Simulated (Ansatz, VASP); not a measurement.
## One calculation of BN, two programs

```
CELL_PARAMETERS angstrom
2.49667 0.00000 0.00000
-1.24834 2.16218 0.00000
0.00000 0.00000 6.13500
ATOMIC_POSITIONS crystal
B 0.33333 0.66667 0.25000
B 0.66667 0.33333 0.75000
N 0.33333 0.66667 0.75000
N 0.66667 0.33333 0.25000
```

Alike in both runs: functional PBEsol; k mesh 12 × 12 × 4; occupations gaussian, width 0.02 eV; no spin polarisation.

Ansatz relaxed the structure, and its values are those at the end. VASP's run is a single point on that final structure, the one shown.

```csv
,VASP,Ansatz
version,VASP 6.6.1,Ansatz 0.2.0
potentials or method,"VASP PAW PBE potentials, release 64 (B, N)","scalar-relativistic, plane waves, PAW"
plane-wave cutoff (eV),520,420
valence electrons in the cell,16,16
```

Ansatz gave:

```
gap on the k mesh at the Fermi level (eV) : 4.02
least direct gap on the mesh (eV)         : 4.35
pressure (GPa)                            : 4.0
```

Q: What did VASP give for the same quantities?

A: gap on the k mesh at the Fermi level (eV): 4.01; least direct gap on the mesh (eV): 4.34; pressure (GPa): 4.3.

Caveats: the PAW data sets were made with another functional, which shifts forces and pressure a little (VASP); this functional lacks dispersion, which binds the layers, so the pressure and a relaxed spacing across them are unreliable. A k mesh can miss the band edges. Expect the measured gap to be larger: semilocal functionals such as PBEsol lack the derivative discontinuity.
